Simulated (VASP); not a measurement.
## KMgF3: relaxation of cell and atoms with PBEsol

KMgF3:

```
CELL_PARAMETERS angstrom
3.98336 0.00000 0.00000
0.00000 3.98336 0.00000
0.00000 0.00000 3.98336
ATOMIC_POSITIONS crystal
K 0.50000 0.50000 0.50000
Mg 0.00000 0.00000 0.00000
F 0.50000 0.00000 0.00000
F 0.00000 0.50000 0.00000
F 0.00000 0.00000 0.50000
```

| Property | Result |
| --- | --- |
| Program | VASP 6.6.1 |
| Task | relaxation of cell and atoms |
| Functional | PBEsol |
| Potentials or basis | VASP PAW PBE potentials, release 64 (K_sv, Mg, F) |
| Cutoff | 600 eV |
| k mesh | 8 × 8 × 8 |
| Occupations | gaussian, width 0.03 eV |
| Spin | no spin polarisation |
| Further INCAR settings | ALGO = Normal; EDIFF = 1e-07; IBRION = 2; EDIFFG = -0.005; NSW = 90; ISIF = 3 |

| Property | Result |
| --- | --- |
| Pressure after relaxing | 0.0 GPa |
| Band gap on the k mesh | 7.14 eV, indirect (least direct gap 7.46 eV) |

Final structure:
```cif
data_structure
_symmetry_space_group_name_H-M 'P 1'
_symmetry_Int_Tables_number 1
_cell_length_a 3.9834
_cell_length_b 3.9834
_cell_length_c 3.9834
_cell_angle_alpha 90.000
_cell_angle_beta 90.000
_cell_angle_gamma 90.000
_cell_volume 63.20
loop_
_atom_site_label
_atom_site_type_symbol
_atom_site_fract_x
_atom_site_fract_y
_atom_site_fract_z
_atom_site_occupancy
K1 K 0.50000 0.50000 0.50000 1
Mg1 Mg 0.00000 0.00000 0.00000 1
F1 F 0.50000 0.00000 0.00000 1
F2 F 0.00000 0.50000 0.00000 1
F3 F 0.00000 0.00000 0.50000 1
```

Levels at points of the mesh, in eV from the valence-band top:
| k point | band 14 | band 15 | band 16 | band 17 | band 18 | band 19 |
| --- | --- | --- | --- | --- | --- | --- |
| (0.00, 0.00, 0.00) | -0.32 | -0.32 | -0.32 | 7.14 | 9.95 | 9.95 |
| (0.50, 0.00, 0.00) | -0.88 | -0.54 | -0.54 | 9.97 | 10.31 | 11.01 |
| (0.50, 0.50, 0.00) | -0.91 | -0.91 | -0.02 | 10.82 | 11.59 | 12.46 |
| (0.50, 0.50, 0.50) | 0.00 | 0.00 | 0.00 | 10.32 | 10.32 | 10.32 |

Wall time 16 s on 1 thread of Intel(R) Xeon(R) 6975P-C (Granite Rapids), on a shared host, peak memory 0.21 GiB.

Caveat: the relaxation stopped at its first step, so nothing moved; the PAW data sets were made with another functional, which shifts forces and pressure a little. A k mesh can miss the band edges.
